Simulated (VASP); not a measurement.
# Ca (I4/mmm) in VASP: electric field gradients with PBEsol

Aim: the electric field gradients of Ca with PBEsol.

Program: VASP 6.6.1. These are calculated values, not measurements. Logs are shortened: lines on timing, memory, paths and dates and some standing lists are left out, and cuts for length are marked.

## (1) The crystal as given

The structure is tetragonal, space group I4/mmm (No. 139). Conventional cell: a = 4.410 Å, b = 4.410 Å, c = 4.392 Å, α = 90.00°, β = 90.00°, γ = 90.00°. Around Ca (site symmetry 4/mmm) lie 8 Ca at 3.81 Å.

This isn't the form of Ca at room conditions, which is fcc.

## (2) Electric field gradients, PBEsol

INCAR reads:

```
ALGO     = Normal         # electronic algorithm
EDIFF    = 1E-8           # SCF threshold, eV
ENCUT    = 520            # plane-wave cutoff, eV
GGA      = PS             # functional
ISIF     = 2              # what is computed and relaxed
ISMEAR   = -1             # smearing method
LASPH    = T              # aspherical terms in the spheres
LCHARG   = F              # write CHGCAR
LEFG     = T            
LREAL    = F              # projectors in reciprocal space
LWAVE    = F              # write WAVECAR
NBANDS   = 11             # bands
NELM     = 100            # most SCF steps
PREC     = Accurate       # precision mode
SIGMA    = 0.03           # smearing width, eV
```

KPOINTS reads:

```
k-points
0
Gamma
  11 11 11
```

POSCAR reads:

```
Ca
1.0
   -2.2052049036      2.2052049036      2.1961148100
    2.2052049036     -2.2052049036      2.1961148100
    2.2052049036      2.2052049036     -2.1961148100
Ca
1
Direct
    0.5000000000      0.5000000000      0.0000000000
```

Potentials or basis: VASP PAW PBE potentials, release 64 (Ca_sv).

The run is started by

```bash
$ cat potpaw_PBE.64/Ca_sv/POTCAR > POTCAR
$ mpirun -np 1 vasp_std > vasp.out
```

OUTCAR:

```text
EDIFF = 1E-8
   ENCUT = 520
   GGA = PS
   ISIF = 2
   ISMEAR = -1
   LASPH = T
   LREAL = F
   NELM = 100
   PREC = Accurate

 ion  position               nearest neighbor table
   1  0.500  0.500  0.000-

  LATTYP: Found a body centered tetragonal cell.
 ALAT       =     4.4104098072
 C/A-ratio  =     0.9958778916

  Lattice vectors:

 A1 = (  -2.2052049036,   2.2052049036,   2.1961148100)
 A2 = (   2.2052049036,  -2.2052049036,   2.1961148100)
 A3 = (   2.2052049036,   2.2052049036,  -2.1961148100)

Analysis of symmetry for initial positions (statically):
=====================================================================
 Subroutine PRICEL returns:
 Original cell was already a primitive cell.

 Routine SETGRP: Setting up the symmetry group for a
 body centered tetragonal supercell.

 Subroutine GETGRP returns: Found 16 space group operations
 (whereof 16 operations were pure point group operations)
 out of a pool of 16 trial point group operations.

The static configuration has the point symmetry D_4h.

Analysis of symmetry for dynamics (positions and initial velocities):
=====================================================================
 Subroutine PRICEL returns:
 Original cell was already a primitive cell.

 Routine SETGRP: Setting up the symmetry group for a
 body centered tetragonal supercell.

 Subroutine GETGRP returns: Found 16 space group operations
 (whereof 16 operations were pure point group operations)
 out of a pool of 16 trial point group operations.

The dynamic configuration has the point symmetry D_4h.

 Subroutine INISYM returns: Found 16 space group operations
 (whereof 16 operations are pure point group operations),
 and found     1 'primitive' translations

----------------------------------------------------------------------------------------

                                     Primitive cell

  volume of cell :      42.7182

  direct lattice vectors                    reciprocal lattice vectors
    -2.205204904  2.205204904  2.196114810     0.000000000  0.226736300  0.227674800
     2.205204904 -2.205204904  2.196114810     0.226736300  0.000000000  0.227674800
     2.205204904  2.205204904 -2.196114810     0.226736300  0.226736300  0.000000000

  length of vectors
     3.814285987  3.814285987  3.814285987     0.321317855  0.321317855  0.320653550

  position of ions in fractional coordinates (direct lattice)
     0.500000000  0.500000000  0.000000000

  ion indices of the primitive-cell ions
   primitive index   ion index
                 1           1

----------------------------------------------------------------------------------------

 KPOINTS: k-points

Automatic generation of k-mesh.
 Grid dimensions read from file:
 generate k-points for:   11   11   11

 Generating k-lattice:

  Cartesian coordinates                     Fractional coordinates (reciprocal lattice)
     0.000000000  0.020612391  0.020697709     0.090909091  0.000000000  0.000000000
     0.020612391  0.000000000  0.020697709     0.000000000  0.090909091  0.000000000
     0.020612391  0.020612391  0.000000000     0.000000000  0.000000000  0.090909091

  Length of vectors
     0.029210714  0.029210714  0.029150323

  Shift w.r.t. Gamma in fractional coordinates (k-lattice)
     0.000000000  0.000000000  0.000000000

 Subroutine IBZKPT returns following result:
 ===========================================

 Found    126 irreducible k-points:

 Following reciprocal coordinates:
            Coordinates               Weight
  0.000000  0.000000  0.000000      1.000000
  0.090909  0.000000 -0.000000      8.000000
  0.181818  0.000000  0.000000      8.000000
  0.272727  0.000000 -0.000000      8.000000
  0.363636  0.000000 -0.000000      8.000000
  0.454545  0.000000  0.000000      8.000000
[... 16 lines left out ...]
 -0.272727  0.181818  0.000000     16.000000
 -0.181818  0.181818  0.000000      4.000000
 [... further k-points ...]
   k-points           NKPTS =    126   k-points in BZ     NKDIM =    126   number of bands    NBANDS=     11
   number of dos      NEDOS =    301   number of ions     NIONS =      1
   total plane-waves  NPLWV =  21952
   dimension x,y,z NGX =    28 NGY =   28 NGZ =   28
   dimension x,y,z NGXF=    56 NGYF=   56 NGZF=   56
   ions per type =               1
   NGX,Y,Z   is equivalent  to a cutoff of  12.20, 12.20, 12.20 a.u.
   NGXF,Y,Z  is equivalent  to a cutoff of  24.41, 24.41, 24.41 a.u.
 SYSTEM =  unknown system
   PREC   = accura    normal or accurate (medium, high low for compatibility)
   ISTART =      0    job   : 0-new  1-cont  2-samecut
   ICHARG =      2    charge: 1-file 2-atom 10-const
   ISPIN  =      1    spin polarized calculation?
   LNONCOLLINEAR =      F non collinear calculations
   LSORBIT =      F    spin-orbit coupling
   LASPH  =      T    aspherical Exc in radial PAW
   ENCUT  =  520.0 eV  38.22 Ry    6.18 a.u.   7.09  7.09  7.09*2*pi/ulx,y,z
   NELM   =    100;   NELMIN=  2; NELMDL= -5     # of ELM steps
   EDIFF  = 0.1E-07   stopping-criterion for ELM
   LREAL  =      F    real-space projection
   EDIFFG = 0.1E-06   stopping-criterion for IOM
   NSW    =      0    number of steps for IOM
   IBRION =     -1    ionic relax: 0-MD 1-quasi-New 2-CG
   NFREE  =      0    steps in history (QN), initial steepest desc. (CG)
   ISIF   =      2    stress and relaxation
   ISYM   =      2    0-nonsym 1-usesym 2-fastsym
   POTIM  = 0.5000    time-step for ionic-motion
   TEBEG  =    0.0;   TEEND  =   0.0 temperature during run
   PSTRESS=    0.0 pullay stress
   NELECT =      10.0000    total number of electrons
   NUPDOWN=      -1.0000    fix difference up-down
   EMIN   =  10.00;   EMAX   =-10.00  energy-range for DOS
   EFERMI =   0.00;   METHOD = LEGACY
   ISMEAR =    -1;   SIGMA  =   0.03  broadening in eV -4-tet -1-fermi 0-gaus
   EFERMI_NEDOS =   21; number of points for ismear=-14 and -15
   IALGO  =     38    algorithm
   IMIX   =      4    mixing-type and parameters
     AMIX     =   0.40;   BMIX     =  1.00
     AMIX_MAG =   1.60;   BMIX_MAG =  1.00
  volume/ion in A,a.u.               =      42.72       288.28
  Fermi-wavevector in a.u.,A,eV,Ry     =   1.008952  1.906643 13.850516  1.017984
  Thomas-Fermi vector in A             =   2.141851
   LORBIT       =      0    0 simple, 1 ext, 2 COOP (PROOUT), +10 PAW based schemes
   GGA     = PS    functional components
   LHFCALC =     F    Hartree Fock is set to
   AEXX    =    0.0000 exact exchange contribution
   IVDW    =     0    specifies the selected vdW correction
   LEPSILON=     F    determine dielectric tensor
   LRPA    =     F    only Hartree local field effects (RPA)
 non-spin polarized calculation
  energy-cutoff  :      520.00
  volume of cell :       42.72
 maximum number of plane-waves:      1163
   NGX = 15   NGY = 15   NGZ = 15

 number of electron      10.0000001 magnetization

 Free energy of the ion-electron system (eV)
  ---------------------------------------------------
  ext. energy  EPLUGINS =         0.00000000
  ---------------------------------------------------
  free energy    TOTEN  =        -2.11356220 eV

  energy without entropy =       -2.10866792  energy(sigma->0) =       -2.11111506

 E-fermi :   1.8905     XC(G=0):  -7.7710

 val. band max:        1.8810664580   @ k =  -0.4545  -0.4545   0.1818
 cond. band min:       1.8910854406   @ k =  -0.2727  -0.4545   0.1818
 fundamental gap:      0.0100189826
 Fermi energy:         1.8904567603

 k-point     1 :       0.0000    0.0000    0.0000
  band No.  band energies     occupation
      1     -40.0239      2.00000
      2     -21.0162      2.00000
      3     -21.0153      2.00000
      4     -21.0153      2.00000
      5      -2.1643      2.00000
      6       4.1428      0.00000
      7       4.1612      0.00000
      8       4.1612      0.00000
      9       5.1983      0.00000
     10       5.2220      0.00000
     11      12.0281      0.00000

 k-point     2 :       0.0909    0.0000   -0.0000
  band No.  band energies     occupation
      1     -40.0227      2.00000
      2     -21.0268      2.00000
      3     -21.0190      2.00000
      4     -21.0157      2.00000
      5      -2.0159      2.00000
      6       4.0603      0.00000
      7       4.1007      0.00000
      8       4.2640      0.00000
      9       5.1122      0.00000
     10       5.2085      0.00000
     11      11.8479      0.00000

 k-point     3 :       0.1818    0.0000    0.0000
  band No.  band energies     occupation
      1     -40.0197      2.00000
      2     -21.0563      2.00000
      3     -21.0289      2.00000
      4     -21.0157      2.00000
      5      -1.5832      2.00000
      6       3.8141      0.00000
      7       3.8324      0.00000
      8       4.5885      0.00000
      9       5.0051      0.00000
     10       5.2299      0.00000
     11      10.8000      0.00000

 k-point     4 :       0.2727    0.0000   -0.0000
  band No.  band energies     occupation
      1     -40.0157      2.00000
      2     -21.0944      2.00000
      3     -21.0419      2.00000
      4     -21.0157      2.00000
      5      -0.9048      2.00000
      6       3.2852      0.00000
      7       3.5636      0.00000
      8       5.0523      0.00000
      9       5.0902      0.00000
     10       5.2912      0.00000
     11       9.2701      0.00000
[... 239 lines left out ...]
 k-point    22 :      -0.3636    0.1818    0.0000
  band No.  band energies     occupation
      1     -40.0137      2.00000
      2     -21.1052      2.00000
      3     -21.0466      2.00000
      4     -21.0245      2.00000
      5      -0.5181      2.00000
      6       3.1203      0.00000
      7       3.3919      0.00000
      8       4.9204      0.00000
      9       5.3665      0.00000
     10       5.4340      0.00000
     11       8.9531      0.00000

 k-point    23 :      -0.2727    0.1818    0.0000
  band No.  band energies     occupation
      1     -40.0171      2.00000
      2     -21.0791      2.00000
      3     -21.0354      2.00000
      4     -21.0190      2.00000
      5      -1.1714      2.00000
      6       3.5111      0.00000
      7       3.6609      0.00000
      8       4.9040      0.00000
      9       4.9216      0.00000
     10       5.3309      0.00000
     11      10.0037      0.00000

 k-point    24 :      -0.1818    0.1818    0.0000
  band No.  band energies     occupation
      1     -40.0197      2.00000
      2     -21.0559      2.00000
      3     -21.0296      2.00000
      4     -21.0152      2.00000
      5      -1.5856      2.00000
      6       3.8006      0.00000
      7       3.8469      0.00000
      8       4.5966      0.00000
      9       4.9862      0.00000
     10       5.2415      0.00000
     11      10.7639      0.00000

 [... further k-points ...]
[... 5 lines left out ...]
  --------------------------------------------------------------------------------------
  -------------------------------------------------------------------------------------
  Total       -0.2246327     -0.2246327     -0.2292023      0.0000000     -0.0000000      0.0000000
  in kB       -8.4250135     -8.4250135     -8.5963994      0.0000000     -0.0000000      0.0000000
  external PRESSURE =      -8.4821421 kB  Pullay stress =       0.0000000 kB

 VOLUME and BASIS-vectors are now :
 -----------------------------------------------------------------------------
  energy-cutoff  :      520.00
  volume of cell :       42.72
      direct lattice vectors                 reciprocal lattice vectors
    -2.205204904  2.205204904  2.196114810     0.000000000  0.226736300  0.227674800
     2.205204904 -2.205204904  2.196114810     0.226736300  0.000000000  0.227674800
     2.205204904  2.205204904 -2.196114810     0.226736300  0.226736300  0.000000000

 POSITION                                       TOTAL-FORCE (eV/Angst)
 -----------------------------------------------------------------------------------
      0.00000      0.00000      2.19611         0.000000     -0.000000      0.000000
 -----------------------------------------------------------------------------------
    total drift:                                0.000000     -0.000000      0.000000

  FREE ENERGIE OF THE ION-ELECTRON SYSTEM (eV)
  ---------------------------------------------------
  free  energy   TOTEN  =        -2.1135621988 eV

  energy  without entropy=       -2.1086679156  energy(sigma->0) =       -2.11111506

 Electric field gradients (V/A^2)
---------------------------------------------------------------------
 ion       V_xx      V_yy      V_zz      V_xy      V_xz      V_yz
---------------------------------------------------------------------
   1      -0.144    -0.144     0.289    -0.001    -0.001    -0.001
---------------------------------------------------------------------

 Electric field gradients after diagonalization (V/A^2)
 (convention: |V_zz| > |V_xx| > |V_yy|)
----------------------------------------------------------------------
 ion       V_xx      V_yy      V_zz     asymmetry (V_yy - V_xx)/ V_zz
----------------------------------------------------------------------
   1      -0.145    -0.144     0.289       0.005
----------------------------------------------------------------------

           NMR quadrupolar parameters

 Cq : quadrupolar parameter    Cq=e*Q*V_zz/h
 eta: asymmetry parameters     (V_yy - V_xx)/ V_zz
 Q  : nuclear electric quadrupole moment in mb (millibarn)
----------------------------------------------------------------------
 ion       Cq(MHz)       eta       Q (mb)
----------------------------------------------------------------------
   1       0.001       0.005       1.000
----------------------------------------------------------------------
```

Wall time 43 s (1 thread of Intel Xeon Platinum 8375C at 2.90GHz (Ice Lake), shared host); peak memory 0.2 GiB.

What came out:

| Property | Result |
| --- | --- |
| Free energy | -2.1136 eV |
| Pressure | -0.8 GPa |
| Band gap on the k mesh | none (metal or under the smearing width) |

Levels at points of the mesh, in eV from the Fermi level:
```tsv
k point	band 2	band 3	band 4	band 5	band 6	band 7	band 8	band 9
(0.00, 0.00, 0.00)	-22.91	-22.91	-22.91	-4.05	2.25	2.27	2.27	3.31
```

Electric field gradients, principal values (V/Å²):
```csv
atom,Vxx,Vyy,Vzz
1 Ca,-0.144,-0.145,0.289
```

Caveat: the PAW data sets were made with another functional, which shifts forces and pressure a little.
